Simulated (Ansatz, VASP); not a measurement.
**Fe in VASP and in Ansatz**

```xyz
1
Lattice="0.0000 1.7845 1.7845 1.7845 0.0000 1.7845 1.7845 1.7845 0.0000" Properties=species:S:1:pos:R:3 pbc="T T T"
Fe    0.0000    0.0000    0.0000
```

Alike in both runs: task single point; functional PBE; k mesh 12 × 12 × 12; occupations fermi-dirac, width 0.1 eV; collinear spin.

|  | VASP | Ansatz |
| --- | --- | --- |
| version | VASP 6.6.1 | Ansatz 0.2.0 |
| potentials or method | VASP PAW PBE potentials, release 64 (Fe) | PAW, plane waves, scalar-relativistic |
| plane-wave cutoff (eV) | 520 | 420 |
| valence electrons in the cell | 8 | 16 |

|  | VASP | Ansatz | Ansatz less VASP |
| --- | --- | --- | --- |
| pressure (GPa) | 2.7 | -9.9 | -12.60 |
| net moment per atom (μB) | 2.15 | 1.49 | -0.658 |
| size of the moment on the site where the two differ most (μB) | 2.15 | 1.52 | -0.626 |

The net moments differ so much that the two runs ended in different magnetic states, which moves the other rows too. Site moments also hang on the region over which each program counts them. The two sets of potentials don't hold the same shells in valence.
